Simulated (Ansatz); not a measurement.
A N vacancy in zincblende BN, 63 atoms, charge +2

All numbers come from Ansatz (PAW, plane waves, no spin–orbit coupling) at the single k point (¼, ¼, ¼) without its symmetry partners. The atoms were relaxed with PBEsol in a fixed cell; other functionals are single points on those atoms unless said otherwise. The valence top and gap of the host come from its small cell on a dense mesh, with the band extrema sought between the mesh points, lined up by the mean potential, PBEsol gap 4.30 eV, HSE06 gap 5.80 eV. The charge correction uses an assumed dielectric constant of 7.1.

Relaxed structure:

```
B N
1.0
     7.21159    0.00000    0.00000
     0.00000    7.21159    0.00000
     0.00000    0.00000    7.21159
B N
32 31
Cartesian
  7.2087 0.0019 7.2063
  0.0092 0.0140 3.5880
  0.0093 3.5949 0.0070
  0.0020 3.6127 3.6056
  3.5902 0.0141 0.0069
  3.6078 0.0068 3.6056
  3.6078 3.6125 7.2114
  3.4670 3.4716 3.4646
  1.7984 1.8030 7.2056
  1.7840 1.7886 3.5849
  1.7865 5.4241 0.0075
  1.7939 5.4041 3.6057
  5.4195 1.7914 0.0076
  5.3995 1.7985 3.6059
  5.4002 5.4051 0.0001
  5.5352 5.5397 3.4710
  1.7984 0.0008 1.7961
  1.7867 0.0146 5.4172
  1.7839 3.5917 1.7816
  1.7936 3.6128 5.3970
  5.4194 0.0145 1.7845
  5.4003 0.0071 5.3979
  5.3993 3.6129 1.7914
  5.5352 3.4779 5.5329
  7.2078 1.8031 1.7962
  0.0096 1.7915 5.4173
  0.0097 5.4241 1.7846
  0.0025 5.4048 5.3980
  3.5870 1.7886 1.7818
  3.6082 1.7983 5.3971
  3.6082 5.4042 1.7911
  3.4729 5.5401 5.5330
  0.9000 0.9049 0.8981
  0.9001 0.9051 4.5028
  0.9001 4.5095 0.8983
  0.8999 4.5107 4.5038
  4.5046 0.9051 0.8982
  4.5059 0.9046 4.5038
  4.5060 4.5107 0.8976
  2.7040 2.7089 0.8939
  2.7146 2.7194 4.5027
  2.7048 6.3116 0.9019
  2.7134 6.3027 4.5021
  6.3067 2.7099 0.9020
  6.2978 2.7183 4.5023
  6.3074 6.3123 0.8943
  6.2988 6.3036 4.5046
  2.7039 0.9008 2.7020
  2.7047 0.9088 6.3047
  2.7148 4.5094 2.7126
  2.7133 4.5089 6.2957
  6.3068 0.9089 2.7030
  6.3074 0.9011 6.3055
  6.2977 4.5091 2.7113
  6.2987 4.5115 6.2966
  0.8959 2.7088 2.7021
  0.9039 2.7098 6.3048
  0.9040 6.3116 2.7029
  0.8961 6.3123 6.3054
  4.5046 2.7195 2.7127
  4.5040 2.7179 6.2957
  4.5042 6.3026 2.7112
  4.5067 6.3035 6.2965
```

Chemical potentials μ are those of reference phases of the elements at zero temperature by the same functional (the usual solids, diamond for C, grey Sn, and the molecules H2, N2, O2, F2, Cl2, Br2 and S8).

```csv
functional,E(defect) − E(host) − Σ nμ + q·E_VBM (eV),monopole (eV),alignment (eV),formation energy at E_F = VBM (eV),moment (μB),"wall time, shared host"
PBEsol,3.79,1.60,-0.78,4.61,1.0,4.1 s on NVIDIA GB200 (relaxation)
HSE06,2.15,1.60,-0.75,3.00,1.0,9.3 s on NVIDIA GB200
```

(1) How does the monopole term follow by hand for this cubic cell?

HSE06 one-electron levels near the gap (the ten most localised at most), from the host's valence top, not corrected for the charge's images:

| level (eV) | spin | filling | atoms sharing it | element of the atom with most weight |
| --- | --- | --- | --- | --- |
| 1.03 | up | 1.00 | 12.2 | B |
| 2.81 | down | 0.00 | 10.9 | B |
| 5.49 | up | 0.00 | 6.0 | B |
| 5.86 | up | 0.00 | 6.1 | B |
| 5.86 | up | 0.00 | 6.1 | B |
| 6.04 | down | 0.00 | 7.2 | B |

All elements are taken at their own reference at once; growth conditions in equilibrium with the host shift these energies, by up to the host's formation enthalpy.

One k point and a cell of this size can leave errors of several tenths of an eV in such numbers.

Results:

(1) q²·α·e²/(4πε₀)/(2εL) with the Madelung constant α = 2.837 and e²/4πε₀ = 14.40 eV·Å: 4 × 2.837 × 14.40 / (2 × 7.1 × 7.212) = 1.60 eV.
